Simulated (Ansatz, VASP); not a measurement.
## Ti in VASP and in Ansatz

```xyz
3
Lattice="4.5674 0.0000 0.0000 -2.2837 3.9555 0.0000 0.0000 0.0000 2.8262" Properties=species:S:1:pos:R:3 pbc="T T T"
Ti    0.0000    0.0000    0.0000
Ti    0.0000    2.6370    1.4131
Ti    2.2837    1.3185    1.4131
```

This isn't the form of Ti at room conditions, which is hcp.

Alike in both runs: task relaxation of cell and atoms; functional PBE; k mesh 12 × 12 × 14; occupations gaussian, width 0.1 eV; no spin polarisation.

|  | VASP | Ansatz |
| --- | --- | --- |
| version | VASP 6.6.1 | Ansatz 0.2.0 |
| potentials or method | VASP PAW PBE potentials, release 64 (Ti_sv) | scalar-relativistic, plane waves, PAW |
| plane-wave cutoff (eV) | 600 | 420 |
| valence electrons in the cell | 36 | 36 |

```csv
,VASP,Ansatz,Ansatz less VASP
"gap on the k mesh at the Fermi level, each at its own relaxed structure (eV)",none,none,-
relaxed volume (Å³/atom),17.10,17.15,+0.043
relaxed cell length with the largest relative difference (Å),2.830,2.832,+0.0024
```

A gap of «none» marks a metal or a gap that the smearing closes.
